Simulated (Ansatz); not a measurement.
Input of an Ansatz 0.2.0 run:

The input input.yaml:

```yaml
crystal:
  lattice:
    - [2.1126617058, 1.2197458045, 3.4519162518]
    - [-2.1126617058, 1.2197458045, 3.4519162518]
    - [0.0, -2.4394916091, 3.4519162518]
  atoms:
    - { symbol: Pb, position: [0.98056578, 0.98056578, 0.98056578] }
    - { symbol: S, position: [0.47503555, 0.47503555, 0.47503555] }
kpoints:
  mp_grid: { grid: [8, 8, 8] }
  band_path:
    path:
      - [0.0, 0.0, 0.0]
      - [0.5, 0.0, 0.0]
      - [0.5, 0.2499056766, -0.2499056766]
    npoints: 12
scf:
  occupations: { method: fermi_dirac, width: 0.05 }
hamiltonian:
  xc: pbe
  pseudopotentials: { kind: all_electron, lapw: { basis_error: 0.001 } }
output:
  forces: true
  stress: true
  eigenvalues: true
```

Potentials or basis: all-electron LAPW, scalar-relativistic.

Command:

```console
$ ansatz run input.yaml --threads 1 --pin off --max-ram 3072MiB --backend cpu --events-out ev --progress --plain --runs-dir out
```

Question: Estimate the band gap on the k mesh.

Answer: 0.45 eV, direct.

Question: Estimate the largest force.

Answer: 0.019 eV/Å.

Forces on the atoms (eV/Å):
```
Pb   0.000  0.000 -0.019
S    0.000  0.000  0.019
```

Caveat: spin-orbit coupling is left out, which as a rule narrows the gap of such compounds by several tenths of an eV.
